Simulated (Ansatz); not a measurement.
The same atomization along the group O, S, Se, Te.

Gas-phase electronic energies from Ansatz, PBE0-D4/def2-TZVP geometries. CCSD(T)/CBS is the MP2 limit (def2-TZVPP, def2-QZVPP) plus CCSD(T) − MP2 in def2-TZVPP, frozen cores. This one scheme is used for every species, atoms too. No spin–orbit coupling; open shells (•) take unrestricted orbitals. Spin–orbit coupling would lower the free atoms: a little for C, O, S; clearly for Se; strongly for Te. def2 core potentials past Kr. For Se, Te outer-core shells are correlated without core-valence functions, so the limit isn't a true one: a few kJ/mol of doubt a bond, and 10 to 20 or more in all where bonds break to atoms. Scalar relativity is left out up to krypton. Each species was taken in one conformer, which may not be the lowest.

(1) Order these by ΔE at CCSD(T)/CBS, lowest first. (Estimate.)
A. `N=C(N)[SeH]` → C• + 4 H• + 2 N• + Se•
B. `N=C(N)O` → C• + 4 H• + 2 N• + O•
C. `N=C(N)S` → C• + 4 H• + 2 N• + S•
D. `N=C(N)[TeH]` → C• + 4 H• + 2 N• + Te•

Largest T1 diagnostic: 0.014, for `N=C(N)[TeH]`.

Answers

(1) D (+648.2 kcal/mol), A (+666.3 kcal/mol), C (+683.9 kcal/mol), B (+735.0 kcal/mol).

For atomizations the MP2-based limit and the directly extrapolated one differ by several kJ/mol either way, and by 10 to 25 for some Ge, Se and Sn compounds, so smaller differences from it don't rank the levels.
